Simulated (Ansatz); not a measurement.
Tl in Ansatz: convergence with k mesh

Tl:

```xyz
2
Lattice="3.4560 0.0000 0.0000 -1.7280 2.9930 0.0000 0.0000 0.0000 5.5250" Properties=species:S:1:pos:R:3 pbc="T T T"
Tl    1.7280    0.9977    4.1438
Tl    0.0000    1.9953    1.3813
```

```yaml
Program: Ansatz 0.2.0
Task: convergence study
Functional: PBEsol
Potentials_or_basis: all-electron LAPW, scalar-relativistic
Cutoff: 167 eV (chosen from the basis error)
Basis_error_allowed: 0.001 eV/atom
k_mesh: 2 × 2 × 1
Occupations: fermi-dirac, width 0.05 eV
Spin: no spin polarisation
```

These are the settings of the first run; the series varies k mesh, with any setting tied to it.

Hardware: 1 thread of Arm Neoverse V2, with other jobs on the host.

```
     k mesh  energy less the tightest run, at zero smearing (meV/atom)  pressure (GPa)  gap on the mesh (eV)  SCF cycles  CPU time (s)  peak memory (GiB)
  2 × 2 × 1                                                     163.61            8.67                 1.218           7           1.3               0.23
  3 × 3 × 2                                                     353.63           -0.11                 0.000           7           2.4               0.24
  4 × 4 × 2                                                      54.51            1.88                 0.000           7           2.8               0.24
  6 × 6 × 3                                                      22.30           -0.06                 0.000           7           4.2               0.26
  7 × 7 × 4                                                      36.42            0.10                 0.000           7           6.5               0.28
  9 × 9 × 5                                                      13.20            0.23                 0.000           7           9.4                0.3
11 × 11 × 6                                                      -2.04            0.00                 0.000           7            16               0.37
13 × 13 × 7                                                       0.00            0.02                 0.000           6            19               0.41
```

Against the tightest run, the pressure stays within 0.1 GPa from 11 × 11 × 6 on; the gap on the mesh stays within 0.01 eV from 3 × 3 × 2 on. Not settled before the last step: the energy (to 1 meV/atom). Meshes of other sizes hit other points, so gaps and Fermi surfaces needn't settle smoothly. The tightest run that finished is the yardstick and may itself not be fully converged.

Spin-orbit coupling is left out, which matters for the levels of Tl.
